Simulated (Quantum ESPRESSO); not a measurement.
# W in Quantum ESPRESSO: the effect of functional

The system is W.

```
W
1.0
     0.00000    2.03000    2.03000
     2.03000    0.00000    2.03000
     2.03000    2.03000    0.00000
W
1
Direct
  0.00000 0.00000 0.00000
```

This isn't the form of W at room conditions, which is bcc.

Alike in all runs:

| Item | Value |
| --- | --- |
| Program | Quantum ESPRESSO 7.5 |
| Task | phonons |
| k mesh | 9 × 9 × 9 |
| Occupations | cold, width 0.2 eV |
| Spin | no spin polarisation |

Each run relaxes the cell or the atoms first.

```tsv
functional	potentials or basis	cutoff	relaxed volume (Å³/atom)	highest phonon frequency (cm⁻¹)
LDA	PseudoDojo 0.4.1 SR LDA standard	952 eV	15.56	241
PBEsol	PseudoDojo 0.4.1 SR PBEsol standard	1007 eV	15.92	237
BLYP	PseudoDojo 0.4.1 SR PBE standard	1007 eV	?	?
revPBE	PseudoDojo 0.4.1 SR PBE standard	1007 eV	16.54	221
PW91	PseudoDojo 0.4.1 SR PBE standard	1007 eV	16.39	226
```

**Question.** What does the run with functional BLYP give?

**Answer.** Relaxed volume 16.93 Å³/atom; highest phonon frequency 214 cm⁻¹.

Caveats: the mesh is thin for the phonons of a metal; the q point doesn't lie on the k mesh, which can shift a metal's frequencies strongly unless the mesh is converged; the potentials were made for another functional, which shifts forces and pressure (some runs).

Runs at the PBE level aren't shown here.
